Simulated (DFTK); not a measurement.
# GaP (F-43m) in DFTK: reference runs

Reference runs on GaP: the cell as given.

Everything below comes from runs of DFTK 0.8.2. Logs are shortened: lines on timing, memory, paths and dates and some standing lists are left out, and cuts for length are marked.

**The experiment to reproduce.**

From “Stacking defects in GaP nanowires: Electronic structure and optical properties”, 2018, arxiv:1810.01194, for a bulk crystal of GaP at 10 K: band gap 2.34 eV (indirect).

How close the calculation comes is told below.

### Step 1. Starting point

Symmetry: F-43m, No. 216, cubic system. The conventional cell has a = 5.451 Å, b = 5.451 Å, c = 5.451 Å, α = 90.00°, β = 90.00°, γ = 90.00°. Ga (site symmetry -43m) has 4 P at 2.36 Å as nearest neighbours. P (site symmetry -43m) is surrounded by 4 Ga at 2.36 Å.

### Step 2. Single point, PBEsol

Contents of run.jl:

```julia
using DFTK
using PseudoPotentialData
using Unitful, UnitfulAtomic
using LinearAlgebra, Printf
include("save.jl")
disable_threading()

# lattice vectors are the columns
lattice = austrip(1u"Å") * [           0.0        2.72525        2.72525;
                  2.72525            0.0        2.72525;
                  2.72525        2.72525            0.0]
symbols   = [:Ga, :P]
positions = [[0.0, 0.0, 0.0],
             [0.75, 0.75, 0.75]]
pseudopotentials = PseudoFamily("dojo.nc.sr.pbesol.v0_4_1.standard.upf")
elements = Dict(s => ElementPsp(s, pseudopotentials) for s in unique(symbols))
atoms    = [elements[s] for s in symbols]

build_model(lattice, positions; symmetries=true) =
    model_DFT(lattice, atoms, positions;
              functionals=PBEsol(),
              temperature=austrip(0.05u"eV"),
              smearing=Smearing.FermiDirac(),
              symmetries)
Ecut  = 40.0  # hartree
kgrid = [8, 8, 8]
tol   = 1e-6
to_GPa = ustrip(uconvert(u"GPa", 1u"hartree/bohr^3"))

model = build_model(lattice, positions)
basis = PlaneWaveBasis(model; Ecut, kgrid)
display(basis)
scfres = self_consistent_field(basis;
                               tol,
                               nbandsalg=AdaptiveBands(model; n_bands_converge=14))
display(scfres.energies)
@printf "Fermi level: %.6f eV\n" ustrip(auconvert(u"eV", something(scfres.εF, NaN)))
forces = compute_forces_cart(scfres)
println("Forces (eV/Å)")
for (s, f) in zip(symbols, forces)
    @printf "%-3s %12.6f %12.6f %12.6f\n" s ustrip.(auconvert.(u"eV/Å", f))...
end
stress = compute_stresses_cart(scfres)
println("Stress (GPa)")
display(round.(stress * to_GPa; digits=4))
println("Levels at the first k-point (eV): ", round.(ustrip.(auconvert.(u"eV", scfres.eigenvalues[1][1:scfres.n_bands_converge])); digits=4))
save_scf!(scfres; forces, stress)
```

Potentials or basis: dojo.nc.sr.pbesol.v0_4_1.standard.upf (PBEsol).

Run with:

```sh
$ julia --threads=1 run.jl  # save.jl only writes the numbers to a file and isn't shown; printed stress counts tension as positive; times include loading and compiling
```

What it wrote:

```text
PlaneWaveBasis discretization:

    Ecut                 : 40.0 Ha
    fft_size             : (45, 45, 45), 91125 total points
    kgrid                : MonkhorstPack([8, 8, 8])
    num.   red. kpoints  : 512
    num. irred. kpoints  : 43

    Discretized Model(gga_x_pbe_sol+gga_c_pbe_sol, 3D):
        lattice (in Bohr)    : [0         , 5.14998   , 5.14998   ]
                               [5.14998   , 0         , 5.14998   ]
                               [5.14998   , 5.14998   , 0         ]
        unit cell volume     : 273.18 Bohr³

        atoms                : GaP
        pseudopot. family    : PseudoFamily("dojo.nc.sr.pbesol.v0_4_1.standard.upf")

        num. electrons       : 18
        spin polarization    : none
        temperature          : 0.0018375 Ha
        smearing             : DFTK.Smearing.FermiDirac()

        terms                : Kinetic()
                               AtomicLocal()
                               AtomicNonlocal()
                               Ewald(nothing)
                               PspCorrection()
                               Hartree()
                               Xc(gga_x_pbe_sol, gga_c_pbe_sol)
                               Entropy()
n     Energy            log10(ΔE)   log10(Δρ)   Diag   Δtime
---   ---------------   ---------   ---------   ----   ------
  1   -83.28570974488                   -0.91    4.9    9.35s
  2   -83.30185198946       -1.79       -1.44    2.0    5.08s
  3   -83.30215616490       -3.52       -1.94    2.0    4.92s
  4   -83.30217774845       -4.67       -2.60    1.7    4.15s
  5   -83.30217982097       -5.68       -3.30    2.5    5.00s
  6   -83.30217993634       -6.94       -3.49    2.3    5.21s
  7   -83.30217996554       -7.53       -4.26    1.8    5.29s
  8   -83.30217996665       -8.95       -4.61    2.2    4.83s
  9   -83.30217996685       -9.70       -4.89    1.6    4.23s
 10   -83.30217996691      -10.28       -5.36    2.0    4.92s
 11   -83.30217996691      -11.19       -5.88    1.2    3.94s
 12   -83.30217996691      -11.81       -6.59    2.2    5.75s
Energy breakdown (in Ha):
    Kinetic             65.1693843
    AtomicLocal         -68.6443310
    AtomicNonlocal      -37.0166414
    Ewald               -48.2388119
    PspCorrection       2.0967806
    Hartree             26.0929614
    Xc                  -22.7615219
    Entropy             -0.0000000

    total               -83.302179966914
Fermi level: 5.110650 eV
Forces (eV/Å)
Ga      0.000000     0.000000     0.000000
P       0.000000     0.000000     0.000000
Stress (GPa)
3×3 StaticArraysCore.SMatrix{3, 3, Float64, 9} with indices SOneTo(3)×SOneTo(3):
 0.5209  0.0      0.0
 0.0     0.5209  -0.0
 0.0     0.0      0.5209
Levels at the first k-point (eV): [-10.2244, -10.2244, -10.2244, -10.1255, -10.1255, -8.1695, 4.3513, 4.3513, 4.3513, 6.0871, 8.1768, 8.1768, 8.1768, 12.9279]
```

Wall time 2.1 min (1 thread of Intel Xeon 6975P-C (Granite Rapids), shared host); peak memory 1.8 GiB.

What came out:

```
Free energy            : -2266.7678 eV
Pressure               : -0.5 GPa
Band gap on the k mesh : 1.52 eV, indirect (least direct gap 1.74 eV)
```

### Step 3. How close it comes

Step 2. Measured gap of GaP: 2.34 eV (indirect; 10 K; quoted in “Stacking defects in GaP nanowires: Electronic structure and optical properties”, 2018, arxiv:1810.01194). This calculation gives 1.52 eV (-0.82 eV). Spin-orbit coupling on Ga is left out. The value is that of PBEsol on a finite k mesh, which can miss the band edges, without temperature or zero-point motion. Semilocal functionals fall short of measured gaps as a rule.
